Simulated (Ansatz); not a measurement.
KCl (Sylvite) in Ansatz: the effect of functional

The system is KCl (Sylvite).

```
CELL_PARAMETERS angstrom
0.00000 3.14647 3.14647
3.14647 0.00000 3.14647
3.14647 3.14647 0.00000
ATOMIC_POSITIONS crystal
K 0.00000 0.00000 0.00000
Cl 0.50000 0.50000 0.50000
```

Alike in all runs:

| Item | Value |
| --- | --- |
| Program | Ansatz 0.2.0 |
| Task | single point |
| Potentials or basis | all-electron PAW datasets made for the crystal |
| k mesh | 6 × 6 × 6 |
| Occupations | fermi-dirac, width 0.05 eV |
| Spin | no spin polarisation |

```tsv
functional	cutoff	gap on the mesh (eV)	pressure (GPa)
PBEsol	220 eV (chosen from the basis error)	?	?
HSE06	250 eV (chosen from the basis error)	6.50	0.4
PBE0	250 eV (chosen from the basis error)	7.24	0.4
```

Question: What does the run with functional PBEsol give?

Answer: gap on the mesh 5.03 eV; pressure -0.4 GPa.

